When a metal is squeezed, its atoms are pushed up the steep side of their mutual repulsion, and each further bit of compression costs more. A density functional that gives platinum a smaller cell should therefore also make it stiffer. Most of the table obeys this: BP86 and PBEsol give small, stiff cells, BLYP and RPBE large, soft ones. BP86 and PBEsol, nearly tied, stand in the wrong order between themselves. The clearer exception is revPBE, which gives a smaller cell than PBE and a slightly softer metal.

ABINIT 10.8.3 calculations for fcc platinum: Kohn–Sham DFT with D3 dispersion (from simple-dftd3 1.7.0 for PBEsol and RPBE) and JTH PAW PBE v2.0 datasets, without spin polarisation or spin–orbit coupling. All rows use a 12 × 12 × 12 k-point mesh and Fermi–Dirac smearing of 0.05 eV; the last three columns come from fits to energies at seven volumes. The rows are a selection: runs that failed or met a known fault of the program, and some with graver warnings, are left out.

```
functional  wave cutoff  equilibrium volume (Å³/atom)  bulk modulus (GPa)  bulk modulus slope
       PBE   435.382 eV                        15.126               280.6               5.540
    PBEsol   544.228 eV                        14.721               309.3               5.060
    revPBE   544.228 eV                        14.925               275.9               5.850
      RPBE   435.382 eV                        15.371               239.1               5.690
      BLYP   544.228 eV                        15.356               250.3               6.010
      BP86   544.228 eV                        14.682               304.5               5.790
```

The equilibrium volume V is where the energy is lowest. The bulk modulus B is the resistance to uniform compression, and its slope B′ tells how fast B rises with pressure. For PBE B′ is about 5.5, so a cell 1% smaller should be about 5.5% stiffer. If every functional followed the PBE energy curve and merely stopped at another point on it, the volume alone would fix the modulus:

B = B(PBE) × [V(PBE)/V]^B′

This rule gives revPBE about 302 GPa, whereas the calculation gives 276 GPa. It also puts the other four functionals too high, so revPBE is only the most visible case of a general failure. Changing the functional does more than slide the metal along one fixed curve.

To see what else happens, take the energy curve of a functional and subtract that of PBE. The slope of this difference acts as an extra pressure p on the PBE crystal. Where the difference falls with growing volume, the pressure is outward and p is positive; where it rises, the pressure is inward and p is negative. It moves the minimum and so sets the new volume. The curvature of the difference changes the stiffness before the cell has moved at all; call this change ΔB. The new modulus is then, to a good approximation,

B ≈ B(PBE) + ΔB − B′p

The last term is the familiar stiffening by compression, or softening by expansion. The middle term is what the naive picture leaves out.

For revPBE the extra pressure is about 3.6 GPa inward, and ΔB is about −26 GPa. At the PBE volume the modulus is therefore 281 − 26 = 255 GPa. Letting the cell shrink under the inward pressure adds 5.5 × 3.6 ≈ 20 GPa, which brings it to about 275 GPa, close to the calculated value. The metal does stiffen as it contracts, but not enough to make up for the softness it started with.

That initial softness has a simple mechanical meaning. The inward pull of revPBE relative to PBE isn't constant: in the pressures listed by the same runs it fades from about 5.5 GPa at the smallest volume studied to 2.3 GPa at the largest. (Listed pressures lie a few tenths of a GPa at most below the slopes of the energies, too little to alter this fading.) Compress the crystal and the pull grows, which helps the compression; stretch it and the pull weakens, which helps the stretching. A pull that fades with expansion thus makes the cell smaller and, at a given volume, easier to compress or stretch.

The same division works for the whole table. Applied to the five functionals other than PBE, it reproduces the moduli with a typical miss of 2 GPa, against 20 GPa for the single curve, as the printed output after this text shows. Since p and ΔB are read from each functional's own energies, this agreement is a check of consistency: two effects are enough to account for the moduli, but their physical origin isn't tested. The division does show why BP86 still looks regular beside PBE: its ΔB is almost that of revPBE, but its inward pressure is more than twice as large, so stiffening by compression wins.

For the origin, the best comparison is with RPBE. Without a dispersion correction, revPBE and RPBE are close relatives: both reward an uneven electron density more strongly than PBE does, which weakens bonding and enlarges the cell. Here, however, the revPBE cell is 3% smaller than the RPBE cell. All rows include the D3 dispersion correction, an added attraction between atoms whose parameters are adjusted to each functional. The likely reason for the gap is that D3 pulls harder in the revPBE run. The D3 terms of these two rows came from different programs, however. The RPBE run used zero damping, which makes the attraction fade to nothing at short range, while the form of damping in the revPBE run isn't stated. Part or even all of the gap may therefore come from a difference in damping and not from the parameters of each functional. Which of the two gets the stronger pull is itself expected to depend on the form of damping.

On this reading, revPBE is roughly RPBE squeezed by a stronger attraction. The single-curve rule can test the mechanical part of the idea, now starting from RPBE and keeping the PBE value of B′:

239.1 × (15.371/14.925)^5.54 ≈ 281 GPa

The calculated 276 GPa is near this. So revPBE is irregular beside PBE but almost regular beside RPBE: both are soft for their volume, and they differ mainly in how far the cell has been pulled in. The test is not a sharp one: it only reflects their similar ΔB, and BP86, no relative of RPBE, passes it too, with 308 GPa from the rule against 304.5 GPa. The extra pull can't be a plain inverse-sixth-power attraction, though. That would make revPBE softer than RPBE by about 23 GPa at fixed volume, while the energies show only 6 to 11 GPa. If D3 is the cause, its damping at short range is one reason to expect a pull that fades more slowly with expansion; the difference in exchange between the two functionals may share in it.

Why both are softer than PBE at equal volume can be argued only in part. As the lattice widens, the electron density between the atoms thins out and becomes relatively more uneven, so the energy gained from the stronger exchange term should grow. That gives an outward push. It would soften the crystal only if it grew with stretching, yet the gain must level off once the atoms are far apart, so the push may well fade instead. PBEsol, which rewards unevenness less than PBE, hints at this: its extra pull is inward, fades as the lattice expands, and leaves the metal softer by about 13 GPa at equal volume. The mirror image of that would make revPBE and RPBE stiffer. The hint is loose, since PBEsol also differs from PBE in correlation and in its D3 term. If it holds, their softness would come from D3, through a pull that fades faster with expansion than the one in the PBE run. For RPBE the outward push would still decide the volume, while the fading pull lowers the modulus. BLYP shows that weak binding plus D3 does not by itself fix the size: it has the smallest softening, about 6.5 GPa, which fits this picture only if a stiffening push and a softening pull nearly cancel. These runs don't separate the two, and correlation or the numerical settings may share in the result.

The settings matter here because PBE and RPBE were run with a lower plane-wave cutoff than the other four, and no convergence test is available. The moduli of revPBE and PBE differ by only about 5 GPa, so the sign of that gap could depend on the cutoff. The 26 GPa by which revPBE falls short of the single curve is harder to explain away. All rows also use PAW data made for PBE, which match only the PBE row, and leave out spin-orbit coupling. An error in the PBE curvature would shift every ΔB by the same amount. It would not remove the contrast between revPBE and BLYP, which share the higher cutoff: at the PBE volume revPBE is softer than BLYP by about 19 GPa. The value for RPBE is less certain, since its ΔB changes from −19 to −15 GPa when only the inner five volumes are used.

The remaining volumes fit the same picture of competing pushes and pulls. PBEsol has a weaker gradient correction than PBE, which is known to shorten bonds in solids. BLYP by itself binds metals too weakly, and its cell stays large here even with the dispersion attraction. For BP86 a strong D3 pull is a plausible guess. The near-ties in volume, BLYP with RPBE and BP86 with PBEsol, are too close to deserve an explanation of their order. Their moduli differ more clearly, and here the division helps. Within each pair the extra pressure is almost the same, but ΔB is lower for RPBE than for BLYP, and lower for BP86 than for PBEsol. That is how BP86 can have a slightly smaller cell than PBEsol and still be softer.

For a neighbouring case, two questions are therefore needed. Does the change of functional or dispersion pull the atoms together or push them apart, and does that force grow or fade as the lattice expands? The first answer gives the direction of the volume change; only both together give the stiffness. How much of each force belongs to the functional and how much to D3 remains open, and repeating the six curves with and without D3, at one common cutoff and with one form of damping, would settle it.

The analysis program printed:

```
Changes against PBE, GPa:
     row  extra outward pressure at PBE volume  modulus change at PBE volume  same from inner five volumes  modulus change by moving to own minimum  computed total change
     PBE                                     0                             0                             0                                        0                      0
  PBEsol                                -7.923                        -12.66                        -13.17                                    43.89                   28.7
  revPBE                                -3.588                         -25.9                        -25.89                                    19.87                   -4.7
    RPBE                                 3.965                        -19.47                        -14.55                                   -21.96                  -41.5
    BLYP                                 3.967                        -6.518                        -6.318                                   -21.98                  -30.3
    BP86                                -8.348                        -25.59                        -25.52                                    46.25                   23.9
Models against computed values:
     row  model volume A^3  computed volume A^3  two-part modulus GPa  common-curve modulus GPa  computed modulus GPa
     PBE             15.13                15.13                 280.6                     280.6                 280.6
  PBEsol             14.72                14.72                 311.8                     326.1                 309.3
  revPBE             14.92                14.93                 274.6                     302.2                 275.9
    RPBE             15.37                15.37                 239.2                     256.7                 239.1
    BLYP             15.36                15.36                 252.1                     258.1                 250.3
    BP86             14.68                14.68                 301.3                       331                 304.5
rms miss of two-part modulus, five rows other than PBE, GPa: 2.095
rms miss of common-curve modulus, same five rows, GPa: 20.22
largest miss of model volume, percent: 0.02903
revPBE volume against PBE, percent: -1.329
revPBE volume against RPBE, percent: -2.902
revPBE less RPBE, extra pressure at PBE volume, GPa: -7.552
revPBE less RPBE, modulus at PBE volume, GPa: -6.429
modulus change if that pressure came from undamped inverse-sixth-power attraction, GPa: -22.66
revPBE less PBE, pressure listed by the runs at the middle volume, GPa: -3.767
```
